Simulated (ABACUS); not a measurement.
Crystal: Nb.

```
Nb
1.0
    -1.66395    1.66395    1.66395
     1.66395   -1.66395    1.66395
     1.66395    1.66395   -1.66395
Nb
1
Direct
  0.00000 0.00000 0.00000
```

Base run:

- Program: ABACUS 3.10.1
- Functional: HCTH407
- Potentials or basis: Ansatz NC PBE
- Cutoff: 1116 eV
- Density cutoff: 4463 eV
- Basis: plane waves
- k mesh: 9 × 9 × 9
- Occupations: fermi-dirac, width 0.05 eV
- Spin: no spin polarisation

Its results: band gap on the k mesh none (metal or under the smearing width); pressure -7.3 GPa.

Task: The run is repeated on the same cell with these changes: functional from HCTH407 to PW91; potentials or basis from Ansatz NC PBE to PseudoDojo NC SR 0.5 PBE standard. What comes out?

Result: Band gap on the k mesh none (metal or under the smearing width); pressure -2.9 GPa.

Caveats: the potentials were made for another functional, which shifts forces and pressure.
